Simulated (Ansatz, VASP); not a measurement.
## Two plane-wave programs on CdS (series)

File INCAR:

```
ALGO = Normal
EDIFF = 1E-6
ENCUT = 520
GGA = PE
ISIF = 2
ISMEAR = 0
LASPH = True
LCHARG = True
LELF = True
LREAL = False
LVHAR = True
LWAVE = False
NBANDS = 26
NELM = 100
PREC = Accurate
SIGMA = 0.02
```

Contents of KPOINTS:

```
k-points
0
Gamma
  6 6 4
```

POSCAR

```
CdS
1.0
    4.1500000000      0.0000000000      0.0000000000
   -2.0750000000      3.5940054257      0.0000000000
    0.0000000000      0.0000000000      6.7370000000
Cd S
2 2
Direct
    0.3333333333      0.6666666667      0.0000000000
    0.6666666667      0.3333333333      0.5000000000
    0.3333333333      0.6666666667      0.3750000000
    0.6666666667      0.3333333333      0.8750000000
```

Input for Ansatz:

```yaml
crystal:
  lattice:
    - [4.15, 0.0, 0.0]
    - [-2.075, 3.5940054257, 0.0]
    - [0.0, 0.0, 6.737]
  atoms:
    - { symbol: Cd, position: [0.3333333333, 0.6666666667, 0.0] }
    - { symbol: Cd, position: [0.6666666667, 0.3333333333, 0.5] }
    - { symbol: S, position: [0.3333333333, 0.6666666667, 0.375] }
    - { symbol: S, position: [0.6666666667, 0.3333333333, 0.875] }
basis:
  ecutwfc: 650
kpoints:
  mp_grid: { grid: [6, 6, 4] }
hamiltonian:
  xc: pbe
scf:
  occupations: { method: gaussian, width: 0.02 }
output:
  forces: true
  stress: true
  eigenvalues: true
```

Alike in both runs: task single point; functional PBE; k mesh 6 × 6 × 4; occupations gaussian, width 0.02 eV; no spin polarisation.

|  | VASP | Ansatz |
| --- | --- | --- |
| version | VASP 6.6.1 | Ansatz 0.2.0 |
| potentials or method | VASP PAW PBE potentials, release 64 (Cd, S) | scalar-relativistic, plane waves, PAW |
| plane-wave cutoff (eV) | 520 | 650 |
| valence electrons in the cell | 36 | 52 |

|  | VASP | Ansatz | Ansatz less VASP |
| --- | --- | --- | --- |
| gap on the k mesh at the Fermi level (eV) | 1.20 | 1.20 | -0.002 |
| least direct gap on the mesh (eV) | 1.20 | 1.20 | -0.002 |
| pressure (GPa) | 2.4 | 2.1 | -0.34 |
| largest component of the traceless stress (GPa) | 0.43 | 0.42 | -0.015 |
| rms of the force components (eV/Å) | 0.040 | 0.039 | -0.0008 |

Atom by atom the forces differ by 0.001 eV/Å (rms over components). The two sets of potentials don't hold the same shells in valence.
